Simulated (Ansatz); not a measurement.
The system is C, a slab with vacuum.

```xyz
2
Lattice="2.4562 0.0000 0.0000 -1.2281 2.1271 0.0000 0.0000 0.0000 8.5238" Properties=species:S:1:pos:R:3 pbc="T T T"
C     1.2281    0.7090    0.0000
C     0.0000    1.4181    0.0000
```

| Property | Result |
| --- | --- |
| Program | Ansatz 0.2.0 |
| Task | single point |
| Functional | PBE |
| Potentials or basis | all-electron LAPW, scalar-relativistic |
| Cutoff | 528 eV (chosen from the basis error) |
| Basis error allowed | 0.001 eV/atom |
| k mesh | 12 × 12 × 3 |
| Occupations | fermi-dirac, width 0.05 eV |
| Spin | no spin polarisation |

On this cell: largest force under 0.003 eV/Å; band gap on the k mesh none (metal or under the smearing width).

The same run follows on a disturbed copy (atoms moved at random, drawn with an rms of 0.05 Å):

```
C
1.0
     2.45617    0.00000    0.00000
    -1.22809    2.12711    0.00000
     0.00000    0.00000    8.52380
C
2
Direct
  0.65630 0.33472 0.99940
  0.32410 0.66274 0.99900
```

Task: What does the disturbed cell give?

Result: The energy (extrapolated to zero smearing) moves by +2.3 meV/atom; largest force 0.702 eV/Å; band gap on the k mesh 0.20 eV, direct.

Forces on the atoms (eV/Å):
```
C    0.453 -0.534 -0.058
C   -0.453  0.534  0.058
```

Stress tensor (GPa, compression positive):
```
 2.31 -0.17  0.01
-0.17  1.92 -0.01
 0.01 -0.01  0.00
```

A k mesh can miss the band edges.
